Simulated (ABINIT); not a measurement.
Crystal: Al.

```
Al
1.0
     0.00000    2.02481    2.02481
     2.02481    0.00000    2.02481
     2.02481    2.02481    0.00000
Al
1
Direct
  0.00000 0.00000 0.00000
```

| Property | Result |
| --- | --- |
| Program | ABINIT 10.8.3 (patched build) |
| Task | relaxation of cell and atoms |
| Functional | LDA |
| Potentials or basis | PseudoDojo NC SR LDA v0.4.1 standard |
| Cutoff | 435 eV |
| k mesh | 8 × 8 × 8 |
| Occupations | fermi-dirac, width 0.05 eV |
| Spin | no spin polarisation |

At the start: pressure -3.9 GPa; volume 16.60 Å³/atom.

**Question.** How do energy, volume and symmetry change on relaxing?

**Answer.** Over 4 steps the energy falls by 10.2 meV/atom and the volume is 15.80 Å³/atom (-4.8 %); space group Fm-3m (No. 225, to 0.05 Å).

The path:
```csv
step,energy change (eV),largest force (eV/Å),pressure (GPa),volume (Å³)
1,0.0000,0.0000,-3.91,16.60
2,-0.0043,0.0000,-3.05,16.41
3,-0.0101,0.0000,0.26,15.75
4,-0.0102,0.0000,0.00,15.80
```

Final structure:
```xyz
1
Lattice="0.0000 1.9918 1.9918 1.9918 0.0000 1.9918 1.9918 1.9918 0.0000" Properties=species:S:1:pos:R:3 pbc="T T T"
Al    0.0000    0.0000    0.0000
```

The cell as given is a measured one (16.60 Å³/atom); LDA puts the equilibrium volume -4.8 % from it, thermal expansion not counted.
